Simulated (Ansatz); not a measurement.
BaSnO3 (cubic perovskite, Pm-3m), plane-wave PAW PBE (Ansatz code): ε∞ = 5.21, cell volume 72.83 Å³. Infrared-active transverse modes:

```tsv
ω_TO (cm⁻¹)	oscillator strength S_xx (e²/amu)
113.7	0.1710
213.5	0.6156
567.7	0.6673
```

Problem. Compute the static dielectric constant.

Solution. Each mode adds (4.921e7/V) S/ω²: 8.94, 9.12, 1.40. So ε0 = 24.7.

Symmetry was held in the PBE relaxation. At this level the phase is dynamically unstable (imaginary phonons). Scalar-relativistic: spin–orbit coupling is off unless named, which matters more the heavier the elements.

Potentials: the later of the program's two PAW sets.
